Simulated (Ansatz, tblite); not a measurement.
## A script for ZnO (GFN1-xTB)

These are simulated results from tblite 0.8.0, not measurements. The cell began as a database structure and was relaxed with r2SCAN in plane waves (Ansatz 0.2.0). All runs are without spin polarisation.

Space group P4_2/mnm (No. 136), tetragonal; a = 5.513 Å, c = 3.249 Å in the conventional setting, 12.34 Å³ an atom. Around Zn lie 4 O at 1.94–2.01 Å; around O lie 4 Zn at 1.94–2.01 Å.

tblite solves periodic systems at the zone centre alone, so the script builds a cluster of 2×2×3 conventional cells (96 atoms), which folds in a coarse mesh of k points.

The script, run.py:

```python
import json
from ase import Atoms
from ase.build import make_supercell
from ase.units import Bohr, GPa, Hartree
from tblite.interface import Calculator

atoms = Atoms(['Zn', 'Zn', 'Zn', 'Zn', 'O', 'O', 'O', 'O'],
              cell=[[5.51312572, 0.0, 0.0], [0.0, 5.51312572, 0.0], [0.0, 0.0, 3.24879187]],
              scaled_positions=[[0.181794139, 0.181794139, 0.5], [0.818205861, 0.818205861, 0.5], [0.681794139, 0.318205861, 0.0], [0.318205861, 0.681794139, 0.0], [0.817478239, 0.182521761, 0.5], [0.182521761, 0.817478239, 0.5], [0.682521761, 0.682521761, 0.0], [0.317478239, 0.317478239, 0.0]],
              pbc=True)
cluster = make_supercell(atoms, [[2, 0, 0], [0, 2, 0], [0, 0, 3]])
calc = Calculator('GFN1-xTB', cluster.numbers, cluster.positions / Bohr, lattice=cluster.cell[:] / Bohr, periodic=cluster.pbc)
calc.set('temperature', 0.02 / Hartree)
calc.set('max-iter', 150)
res = calc.singlepoint()
levels = res.get('orbital-energies') * Hartree
nv = round(res.get('orbital-occupations').sum() / 2)
cells = len(cluster) // len(atoms)
out = {'energy_per_cell': res.get('energy') * Hartree / cells, 'homo': levels[nv - 1], 'lumo': levels[nv],
       'stress': (-res.get('virial') * Hartree / cluster.get_volume() / GPa).tolist(), 'charges': res.get('charges')[:len(atoms)].tolist(), 'electrons': 2 * nv / cells}
json.dump(out, open('results.json', 'w'))
for key, value in out.items():
    print(key, value)
```

Command: `python run.py`. It took 3.6 s on 1 thread of Arm Neoverse V2, with other jobs on the host, peak memory 0.12 GiB.

What it printed:

```
------------------------------------------------------------
  cycle        total energy    energy error   density error
------------------------------------------------------------
      1     -223.3761604385  -2.2303399E+02   1.2610283E+00
      2     -248.6906462907  -2.5314486E+01   5.7610370E-01
      3     -258.3632699542  -9.6726237E+00   4.1920640E-01
      4     -259.7051457699  -1.3418758E+00   1.8689077E-01
      5     -261.1924900555  -1.4873443E+00   2.5855609E-02
      6     -261.2004152822  -7.9252267E-03   1.9729288E-02
      7     -261.2090992997  -8.6840175E-03   1.3269313E-02
      8     -261.2172028871  -8.1035874E-03   4.8454577E-03
      9     -261.2171555230   4.7364058E-05   4.8380072E-03
     10     -261.2173553524  -1.9982939E-04   3.8361122E-03
     11     -261.2176142901  -2.5893772E-04   2.0113352E-03
     12     -261.2176784243  -6.4134201E-05   1.1556798E-03
     13     -261.2177037025  -2.5278204E-05   5.2202858E-04
     14     -261.2177087221  -5.0195282E-06   2.5413965E-04
     15     -261.2177097707  -1.0486350E-06   1.5001825E-04
     16     -261.2177103161  -5.4545370E-07   2.8159673E-05
     17     -261.2177103320  -1.5808666E-08   1.1980446E-05
------------------------------------------------------------

 total:                                   3.076 sec
energy_per_cell -592.341329353688
homo -19.32140700060513
lumo -19.32140607662615
stress [[18.738629442073652, 2.7684830365873854e-05, -3.1418307914616087e-13], [2.7684830365818607e-05, 18.7386294420738, 4.770113176436004e-14], [-3.141913757655991e-13, 4.7761731745864686e-14, 21.26035428819717]]
charges [0.42068443395036403, 0.4205649507873066, 0.4206178077816656, 0.42061780778165625, -0.42061363499672066, -0.42061363499708837, -0.4205984564585432, -0.42064331855831627]
electrons 32.0
```

The cycle table is in hartree for the whole cluster, and the lines after it are in eV (the energy for one cell). The printed stress is in GPa and positive in compression, and the pressure is its mean diagonal.

GFN1-xTB gives no gap at the points read. On the same cell, plane-wave PBE (Ansatz, 6×6×8 k points and the special points) gives a gap of 0.81 eV and r2SCAN a gap of 1.21 eV; on shared hosts these took about 13 and 38 core-seconds on the 8-atom cell, against 3.6 for the script. Semilocal gaps usually lie below measured ones. This method closes a gap that PBE finds, a failure in kind.

The same script was run on cells scaled at fixed shape and fractional coordinates:

```csv
volume (Å³/atom),energy (meV/atom),"pressure (GPa, positive in compression)",gap (eV)
10.86,259.6,38.23,0.00
11.60,108.1,27.55,0.00
12.34,0.0,19.58,0.00
13.08,-75.9,13.52,0.00
13.82,-127.1,8.82,0.00
```

The minimum lies beyond the largest of these volumes.

xTB was fitted mostly to molecules, and a small cluster samples few k points, so gaps, pressures and kinks along a curve can be far from a solid's.
